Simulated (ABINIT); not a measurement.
BAs, 2 atoms in the cell. It takes space group F-43m (No. 216, cubic). The conventional cell has a = 4.777 Å, b = 4.777 Å, c = 4.777 Å, α = 90.00°, β = 90.00°, γ = 90.00°. As (site symmetry -43m) has 4 B at 2.07 Å as nearest neighbours. B (site symmetry -43m) has 4 As at 2.07 Å as nearest neighbours. 

```yaml
Program: ABINIT 10.8.3 (patched build)
Task: single point
Functional: PBEsol
Potentials_or_basis: JTH PAW PBE v2.0
Cutoff: 408 eV
k_mesh: 13 × 13 × 13
Occupations: fermi-dirac, width 0.05 eV
Spin: no spin polarisation
Fine-grid_cutoff: 816.342 eV
Exchange_and_correlation_inside_the_PAW_spheres: full angular mesh (pawxcdev 0, this build's default; the released program takes 1)
```

Potentials or basis: JTH PAW PBE v2.0.

Launch:

```console
$ abinit run.abi > log 2>&1
```

Hardware: 1 thread of Arm Neoverse V2, with other jobs on the host.

**Question.** Estimate the wall time of this run.

**Answer.** Wall time 19 s on 1 thread of Arm Neoverse V2 (shared host), peak memory 0.11 GiB. Counts: scf iterations 11, k points 84, bands 13, plane waves 532.
